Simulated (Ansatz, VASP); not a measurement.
One calculation of CoSi, two programs

```
CELL_PARAMETERS angstrom
2.78133 0.00000 0.00000
0.00000 2.78133 0.00000
0.00000 0.00000 2.86477
ATOMIC_POSITIONS crystal
Co 0.00000 0.00000 0.00000
Si 0.50000 0.50000 0.50000
```

Change from the starting cell: strain +0.000 along x and y, +0.030 along z, atoms carried along.

Alike in both runs: task single point; functional PBE; k mesh 18 × 18 × 18; occupations gaussian, width 0.15 eV; collinear spin.

```csv
,VASP,Ansatz
version,VASP 6.6.1,Ansatz 0.2.0
potentials or method,"VASP PAW PBE potentials, release 64 (Co, Si)","scalar-relativistic, plane waves, PAW"
plane-wave cutoff (eV),520,420
valence electrons in the cell,13,21
```

VASP gave:

```
gap on the k mesh at the Fermi level (eV)                     : none
pressure (GPa)                                                : -5.2
largest component of the traceless stress (GPa)               : 0.44
net moment per atom (μB)                                      : 0.29
size of the moment on the site where the two differ most (μB) : 0.59
```

Question: Estimate Ansatz's values.

Answer: gap on the k mesh at the Fermi level (eV): none; pressure (GPa): -5.0; largest component of the traceless stress (GPa): 0.42; net moment per atom (μB): 0.30; size of the moment on the site where the two differ most (μB): 0.61.

Site moments also hang on the region over which each program counts them. A gap of «none» marks a metal or a gap that the smearing closes. With one functional, cell and mesh, what is left measures potentials, basis and numerics. The two sets of potentials don't hold the same shells in valence.
